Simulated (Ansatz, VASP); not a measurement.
Hg in VASP and in Ansatz

File INCAR:

```
PREC     = Accurate       # precision mode
ENCUT    = 520            # plane-wave cutoff, eV
EDIFF    = 1E-6           # SCF threshold, eV
ISMEAR   = 0              # smearing method
SIGMA    = 0.1            # smearing width, eV
LREAL    = False          # projectors in reciprocal space
LASPH    = True           # aspherical terms in the spheres
NELM     = 100            # most SCF steps
ALGO     = Normal         # electronic algorithm
ISIF     = 2              # what is computed and relaxed
LWAVE    = False          # write WAVECAR
LCHARG   = False          # write CHGCAR
GGA      = PE             # functional
IVDW     = 12             # dispersion correction
NBANDS   = 32             # bands
```

File KPOINTS:

```
Automatic mesh
0
Gamma
  6 6 2
```

The input POSCAR:

```
Hg
1.0
    3.4419409895      0.0000000000      0.0000000000
   -1.7209704948      2.9808083353      0.0000000000
    0.0000000000      0.0000000000     11.0623313100
Hg
4
Direct
    0.0000000000      0.0000000000      0.0000000000
    0.3333333300      0.6666666700      0.2500000000
    0.0000000000      0.0000000000      0.5000000000
    0.6666666700      0.3333333300      0.7500000000
```

Input for Ansatz:

```yaml
crystal:
  lattice:
    - [3.4419409895, 0.0, 0.0]
    - [-1.7209704948, 2.9808083353, 0.0]
    - [0.0, 0.0, 11.06233131]
  atoms:
    - { symbol: Hg, position: [0.0, 0.0, 0.0] }
    - { symbol: Hg, position: [0.33333333, 0.66666667, 0.25] }
    - { symbol: Hg, position: [0.0, 0.0, 0.5] }
    - { symbol: Hg, position: [0.66666667, 0.33333333, 0.75] }
basis:
  ecutwfc: 420
kpoints:
  mp_grid: { grid: [6, 6, 2] }
hamiltonian:
  xc: pbe
  dispersion: d3bj
scf:
  occupations: { method: gaussian, width: 0.1 }
output:
  forces: true
  stress: true
  eigenvalues: true
```

Alike in both runs: task single point; functional PBE; dispersion D3(BJ); k mesh 6 × 6 × 2; occupations gaussian, width 0.1 eV; no spin polarisation.

```csv
,VASP,Ansatz
version,VASP 6.6.1,Ansatz 0.2.0
potentials or method,"VASP PAW PBE potentials, release 64 (Hg)","scalar-relativistic, plane waves, PAW"
plane-wave cutoff (eV),520,420
valence electrons in the cell,48,80
```

|  | VASP | Ansatz | Ansatz less VASP |
| --- | --- | --- | --- |
| gap on the k mesh at the Fermi level (eV) | none | none | - |
| pressure (GPa) | -1.1 | -1.2 | -0.10 |
| largest component of the traceless stress (GPa) | 0.43 | 0.42 | -0.002 |

A gap of «none» marks a metal or a gap that the smearing closes. The functional is the same, so the differences come from potentials, cutoffs and numerics. The two sets of potentials don't hold the same shells in valence.

Caveats: pairwise dispersion overbinds metals, which lowers pressure and volume. The runs have no spin-orbit coupling, so splittings on Hg are missing.
